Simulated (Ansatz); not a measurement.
The system is Al.

```
CELL_PARAMETERS angstrom
-1.57590 1.65692 1.65798
1.47948 -1.59764 1.50228
1.61445 1.63620 -1.59870
ATOMIC_POSITIONS crystal
Al 0.00000 0.00000 0.00000
```

The cell isn't the ideal one: cell sheared at random, sigma 0.03, atoms nudged by 0.01 Å.

```yaml
Program: Ansatz 0.2.0
Task: relaxation of cell and atoms
Functional: PBE
Dispersion: D4
Potentials_or_basis: Ansatz PAW
Cutoff: "420 eV (not typed: the program's choice for these potentials)"
k_mesh: 11 × 12 × 12
Occupations: fermi-dirac, width 0.05 eV
Spin: no spin polarisation
```

At the start: volume 16.08 Å³/atom.

**Question.** How do energy, volume and symmetry change on relaxing?

**Answer.** It ends after 15 steps and the volume is 15.83 Å³/atom (-1.5 %); space group I4/mmm (No. 139, to 0.05 Å).

Step by step:
```csv
step,energy change (eV),largest force (eV/Å),volume (Å³)
1,0.0000,0.0000,16.08
2,-0.0119,0.0000,16.18
3,-0.0353,0.0000,16.08
4,-0.0700,0.0000,16.01
5,-0.0998,0.0000,16.04
6,-0.1084,0.0000,15.41
7,-0.1137,0.0000,15.81
8,-0.1151,0.0000,15.80
9,-0.1161,0.0000,15.79
10,-0.1163,0.0000,15.80
11,-0.1163,0.0000,15.79
12,-0.1209,0.0000,15.79
13,-0.1211,0.0000,15.82
14,-0.1211,0.0000,15.83
15,-0.1211,0.0000,15.83
```

Final structure:
```xyz
1
Lattice="-1.3967 1.9641 1.3845 1.4215 -1.9759 1.4413 1.4066 1.9990 -1.4176" Properties=species:S:1:pos:R:3 pbc="T T T"
Al    0.0000    0.0000    0.0000
```

Caveat: the plane-wave basis is chosen anew once the cell has moved, so the energies of steps on either side of that aren't comparable; pairwise dispersion overbinds metals, which lowers pressure and volume.
